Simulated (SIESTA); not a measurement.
Here is a SIESTA 5.4.2 calculation.

SnO2.fdf

```
SystemName                      SnO2
SystemLabel                     SnO2
NumberOfSpecies                 2
NumberOfAtoms                   12
%block ChemicalSpeciesLabel
  1  50 Sn
  2   8 O
%endblock ChemicalSpeciesLabel

LatticeConstant                 1.0 Ang
%block LatticeVectors
     5.1752560000     0.0000000000     0.0000000000
     0.0000000000     5.1752560000     0.0000000000
     0.0000000000     0.0000000000     5.1752560000
%endblock LatticeVectors
AtomicCoordinatesFormat         Fractional
%block AtomicCoordinatesAndAtomicSpecies
     0.0000000000     0.0000000000     0.0000000000  1  Sn
     0.5000000000     0.0000000000     0.5000000000  1  Sn
     0.5000000000     0.5000000000     0.0000000000  1  Sn
     0.0000000000     0.5000000000     0.5000000000  1  Sn
     0.6610980000     0.8389020000     0.1610980000  2  O
     0.8389020000     0.1610980000     0.6610980000  2  O
     0.1610980000     0.6610980000     0.8389020000  2  O
     0.3389020000     0.3389020000     0.3389020000  2  O
     0.6610980000     0.6610980000     0.6610980000  2  O
     0.8389020000     0.3389020000     0.1610980000  2  O
     0.1610980000     0.8389020000     0.3389020000  2  O
     0.3389020000     0.1610980000     0.8389020000  2  O
%endblock AtomicCoordinatesAndAtomicSpecies

%block kgrid.MonkhorstPack
    5   0   0  0.0
    0   5   0  0.0
    0   0   5  0.0
%endblock kgrid.MonkhorstPack
XC.Functional                   GGA
XC.Authors                      PBE
PAO.BasisSize                   DZP
PAO.EnergyShift                 0.003 Ry
Mesh.Cutoff                     800 Ry
OccupationFunction              FD
ElectronicTemperature           0.05 eV
MaxSCFIterations                120
SCF.MustConverge                false
SCF.Mixer.Method                Pulay
SCF.Mixer.Weight                0.25
SCF.Mixer.History               8
SCF.DM.Tolerance                5.0e-05
SCF.H.Tolerance                 1.0e-03 eV
WriteForces                     true
Charge.Mulliken                 end
Charge.Hirshfeld                end
Charge.Voronoi                  end
SaveRho                         true
SaveElectrostaticPotential      true
%block PAO.Basis
  Sn 4
  n=5 0 2
    6.432 0.000
  n=5 1 2
    8.686 0.000
  n=4 2 2
    3.759 0.000
  n=5 2 1
    8.686
%endblock PAO.Basis
```

Potentials or basis: PseudoDojo 0.4 standard (PBE files), DZP (energy shift 0.003 Ry; two zetas on semicore shells).

Launch:

```console
$ siesta SnO2.fdf > SnO2.out 2>&1
```

Predict the Voronoi charges.

Sn +0.60; O -0.30 e.

What does it give for the band gap on the k mesh?

0.42 eV, indirect (least direct gap 0.46 eV).

Forces in eV/Å, atoms in the order of the input:
```
Sn   0.000  0.000  0.000
Sn   0.000  0.000  0.000
Sn   0.000  0.000  0.000
Sn   0.000  0.000  0.000
O   -0.006  0.006 -0.006
O    0.006 -0.006 -0.006
O   -0.006 -0.006  0.006
O    0.006  0.006  0.006
O   -0.006 -0.006 -0.006
O    0.006  0.006 -0.006
O   -0.006  0.006  0.006
O    0.006 -0.006  0.006
```

Caveat: spin-orbit coupling is left out, which moves the levels of the heavy elements; an odd mesh through Γ misses points on the zone boundary, where band edges often lie; the basis of atomic orbitals isn't converged, which shifts pressures, moduli and gaps.
